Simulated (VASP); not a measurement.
Set up this calculation in VASP 6.6.1, as the native input.

```yaml
Task: relaxation of cell and atoms
Functional: LDA
Potentials_or_basis: VASP PAW LDA potentials, release 64 (Ta_pv, C)
Cutoff: 600 eV
k_mesh: 8 × 8 × 6
Occupations: fermi-dirac, width 0.05 eV
Spin: no spin polarisation
Ladder: gaps
Further_INCAR_settings: ALGO = Fast; EDIFF = 1e-07; IBRION = 2; EDIFFG = -0.01; NSW = 40; ISIF = 3
```

The structure of Ta2C lies in POSCAR:

```
Ta2C
1.0
    3.1059000000      0.0000000000      0.0000000000
   -1.5529500000      2.6897883016      0.0000000000
    0.0000000000      0.0000000000      4.9464000000
Ta C
2 1
Direct
    0.6666666667      0.3333333333      0.7479900000
    0.3333333333      0.6666666667      0.2520100000
    0.0000000000      0.0000000000      0.0000000000
```

These files were run (other wordings do the same):

INCAR

```
ALGO = Fast
EDIFF = 1E-7
EDIFFG = -0.01
ENCUT = 600
IBRION = 2
ISIF = 3
ISMEAR = -1
LASPH = T
LCHARG = F
LREAL = F
LWAVE = F
NELM = 60
NSW = 40
PREC = Accurate
SIGMA = 0.05
```

KPOINTS

```
k-points
0
Gamma
  8 8 6
```

Potentials or basis: VASP PAW LDA potentials, release 64 (Ta_pv, C).

Launch:

```bash
$ cat potpaw_LDA.64/Ta_pv/POTCAR potpaw_LDA.64/C/POTCAR > POTCAR
$ mpirun -np 1 vasp_std > vasp.out
```

It gave:

```
Relaxed volume                         : 13.42 Å³/atom
Relaxed cell                           : a = 3.082 Å, b = 3.082 Å, c = 4.894 Å, α = 90.00°, β = 90.00°, γ = 120.00°
Space group after relaxing (to 0.05 Å) : P-3m1 (No. 164)
Energy gained by relaxing              : 8.1 meV/atom
Ionic steps                            : 6
Pressure after relaxing                : 0.0 GPa
Band gap on the k mesh                 : none (metal or under the smearing width)
```

Wall time 2.8 min on 1 thread of Intel(R) Xeon(R) Platinum 8259CL CPU @ 2.50GHz (Skylake/Cascade Lake) (shared host), peak memory 0.19 GiB.
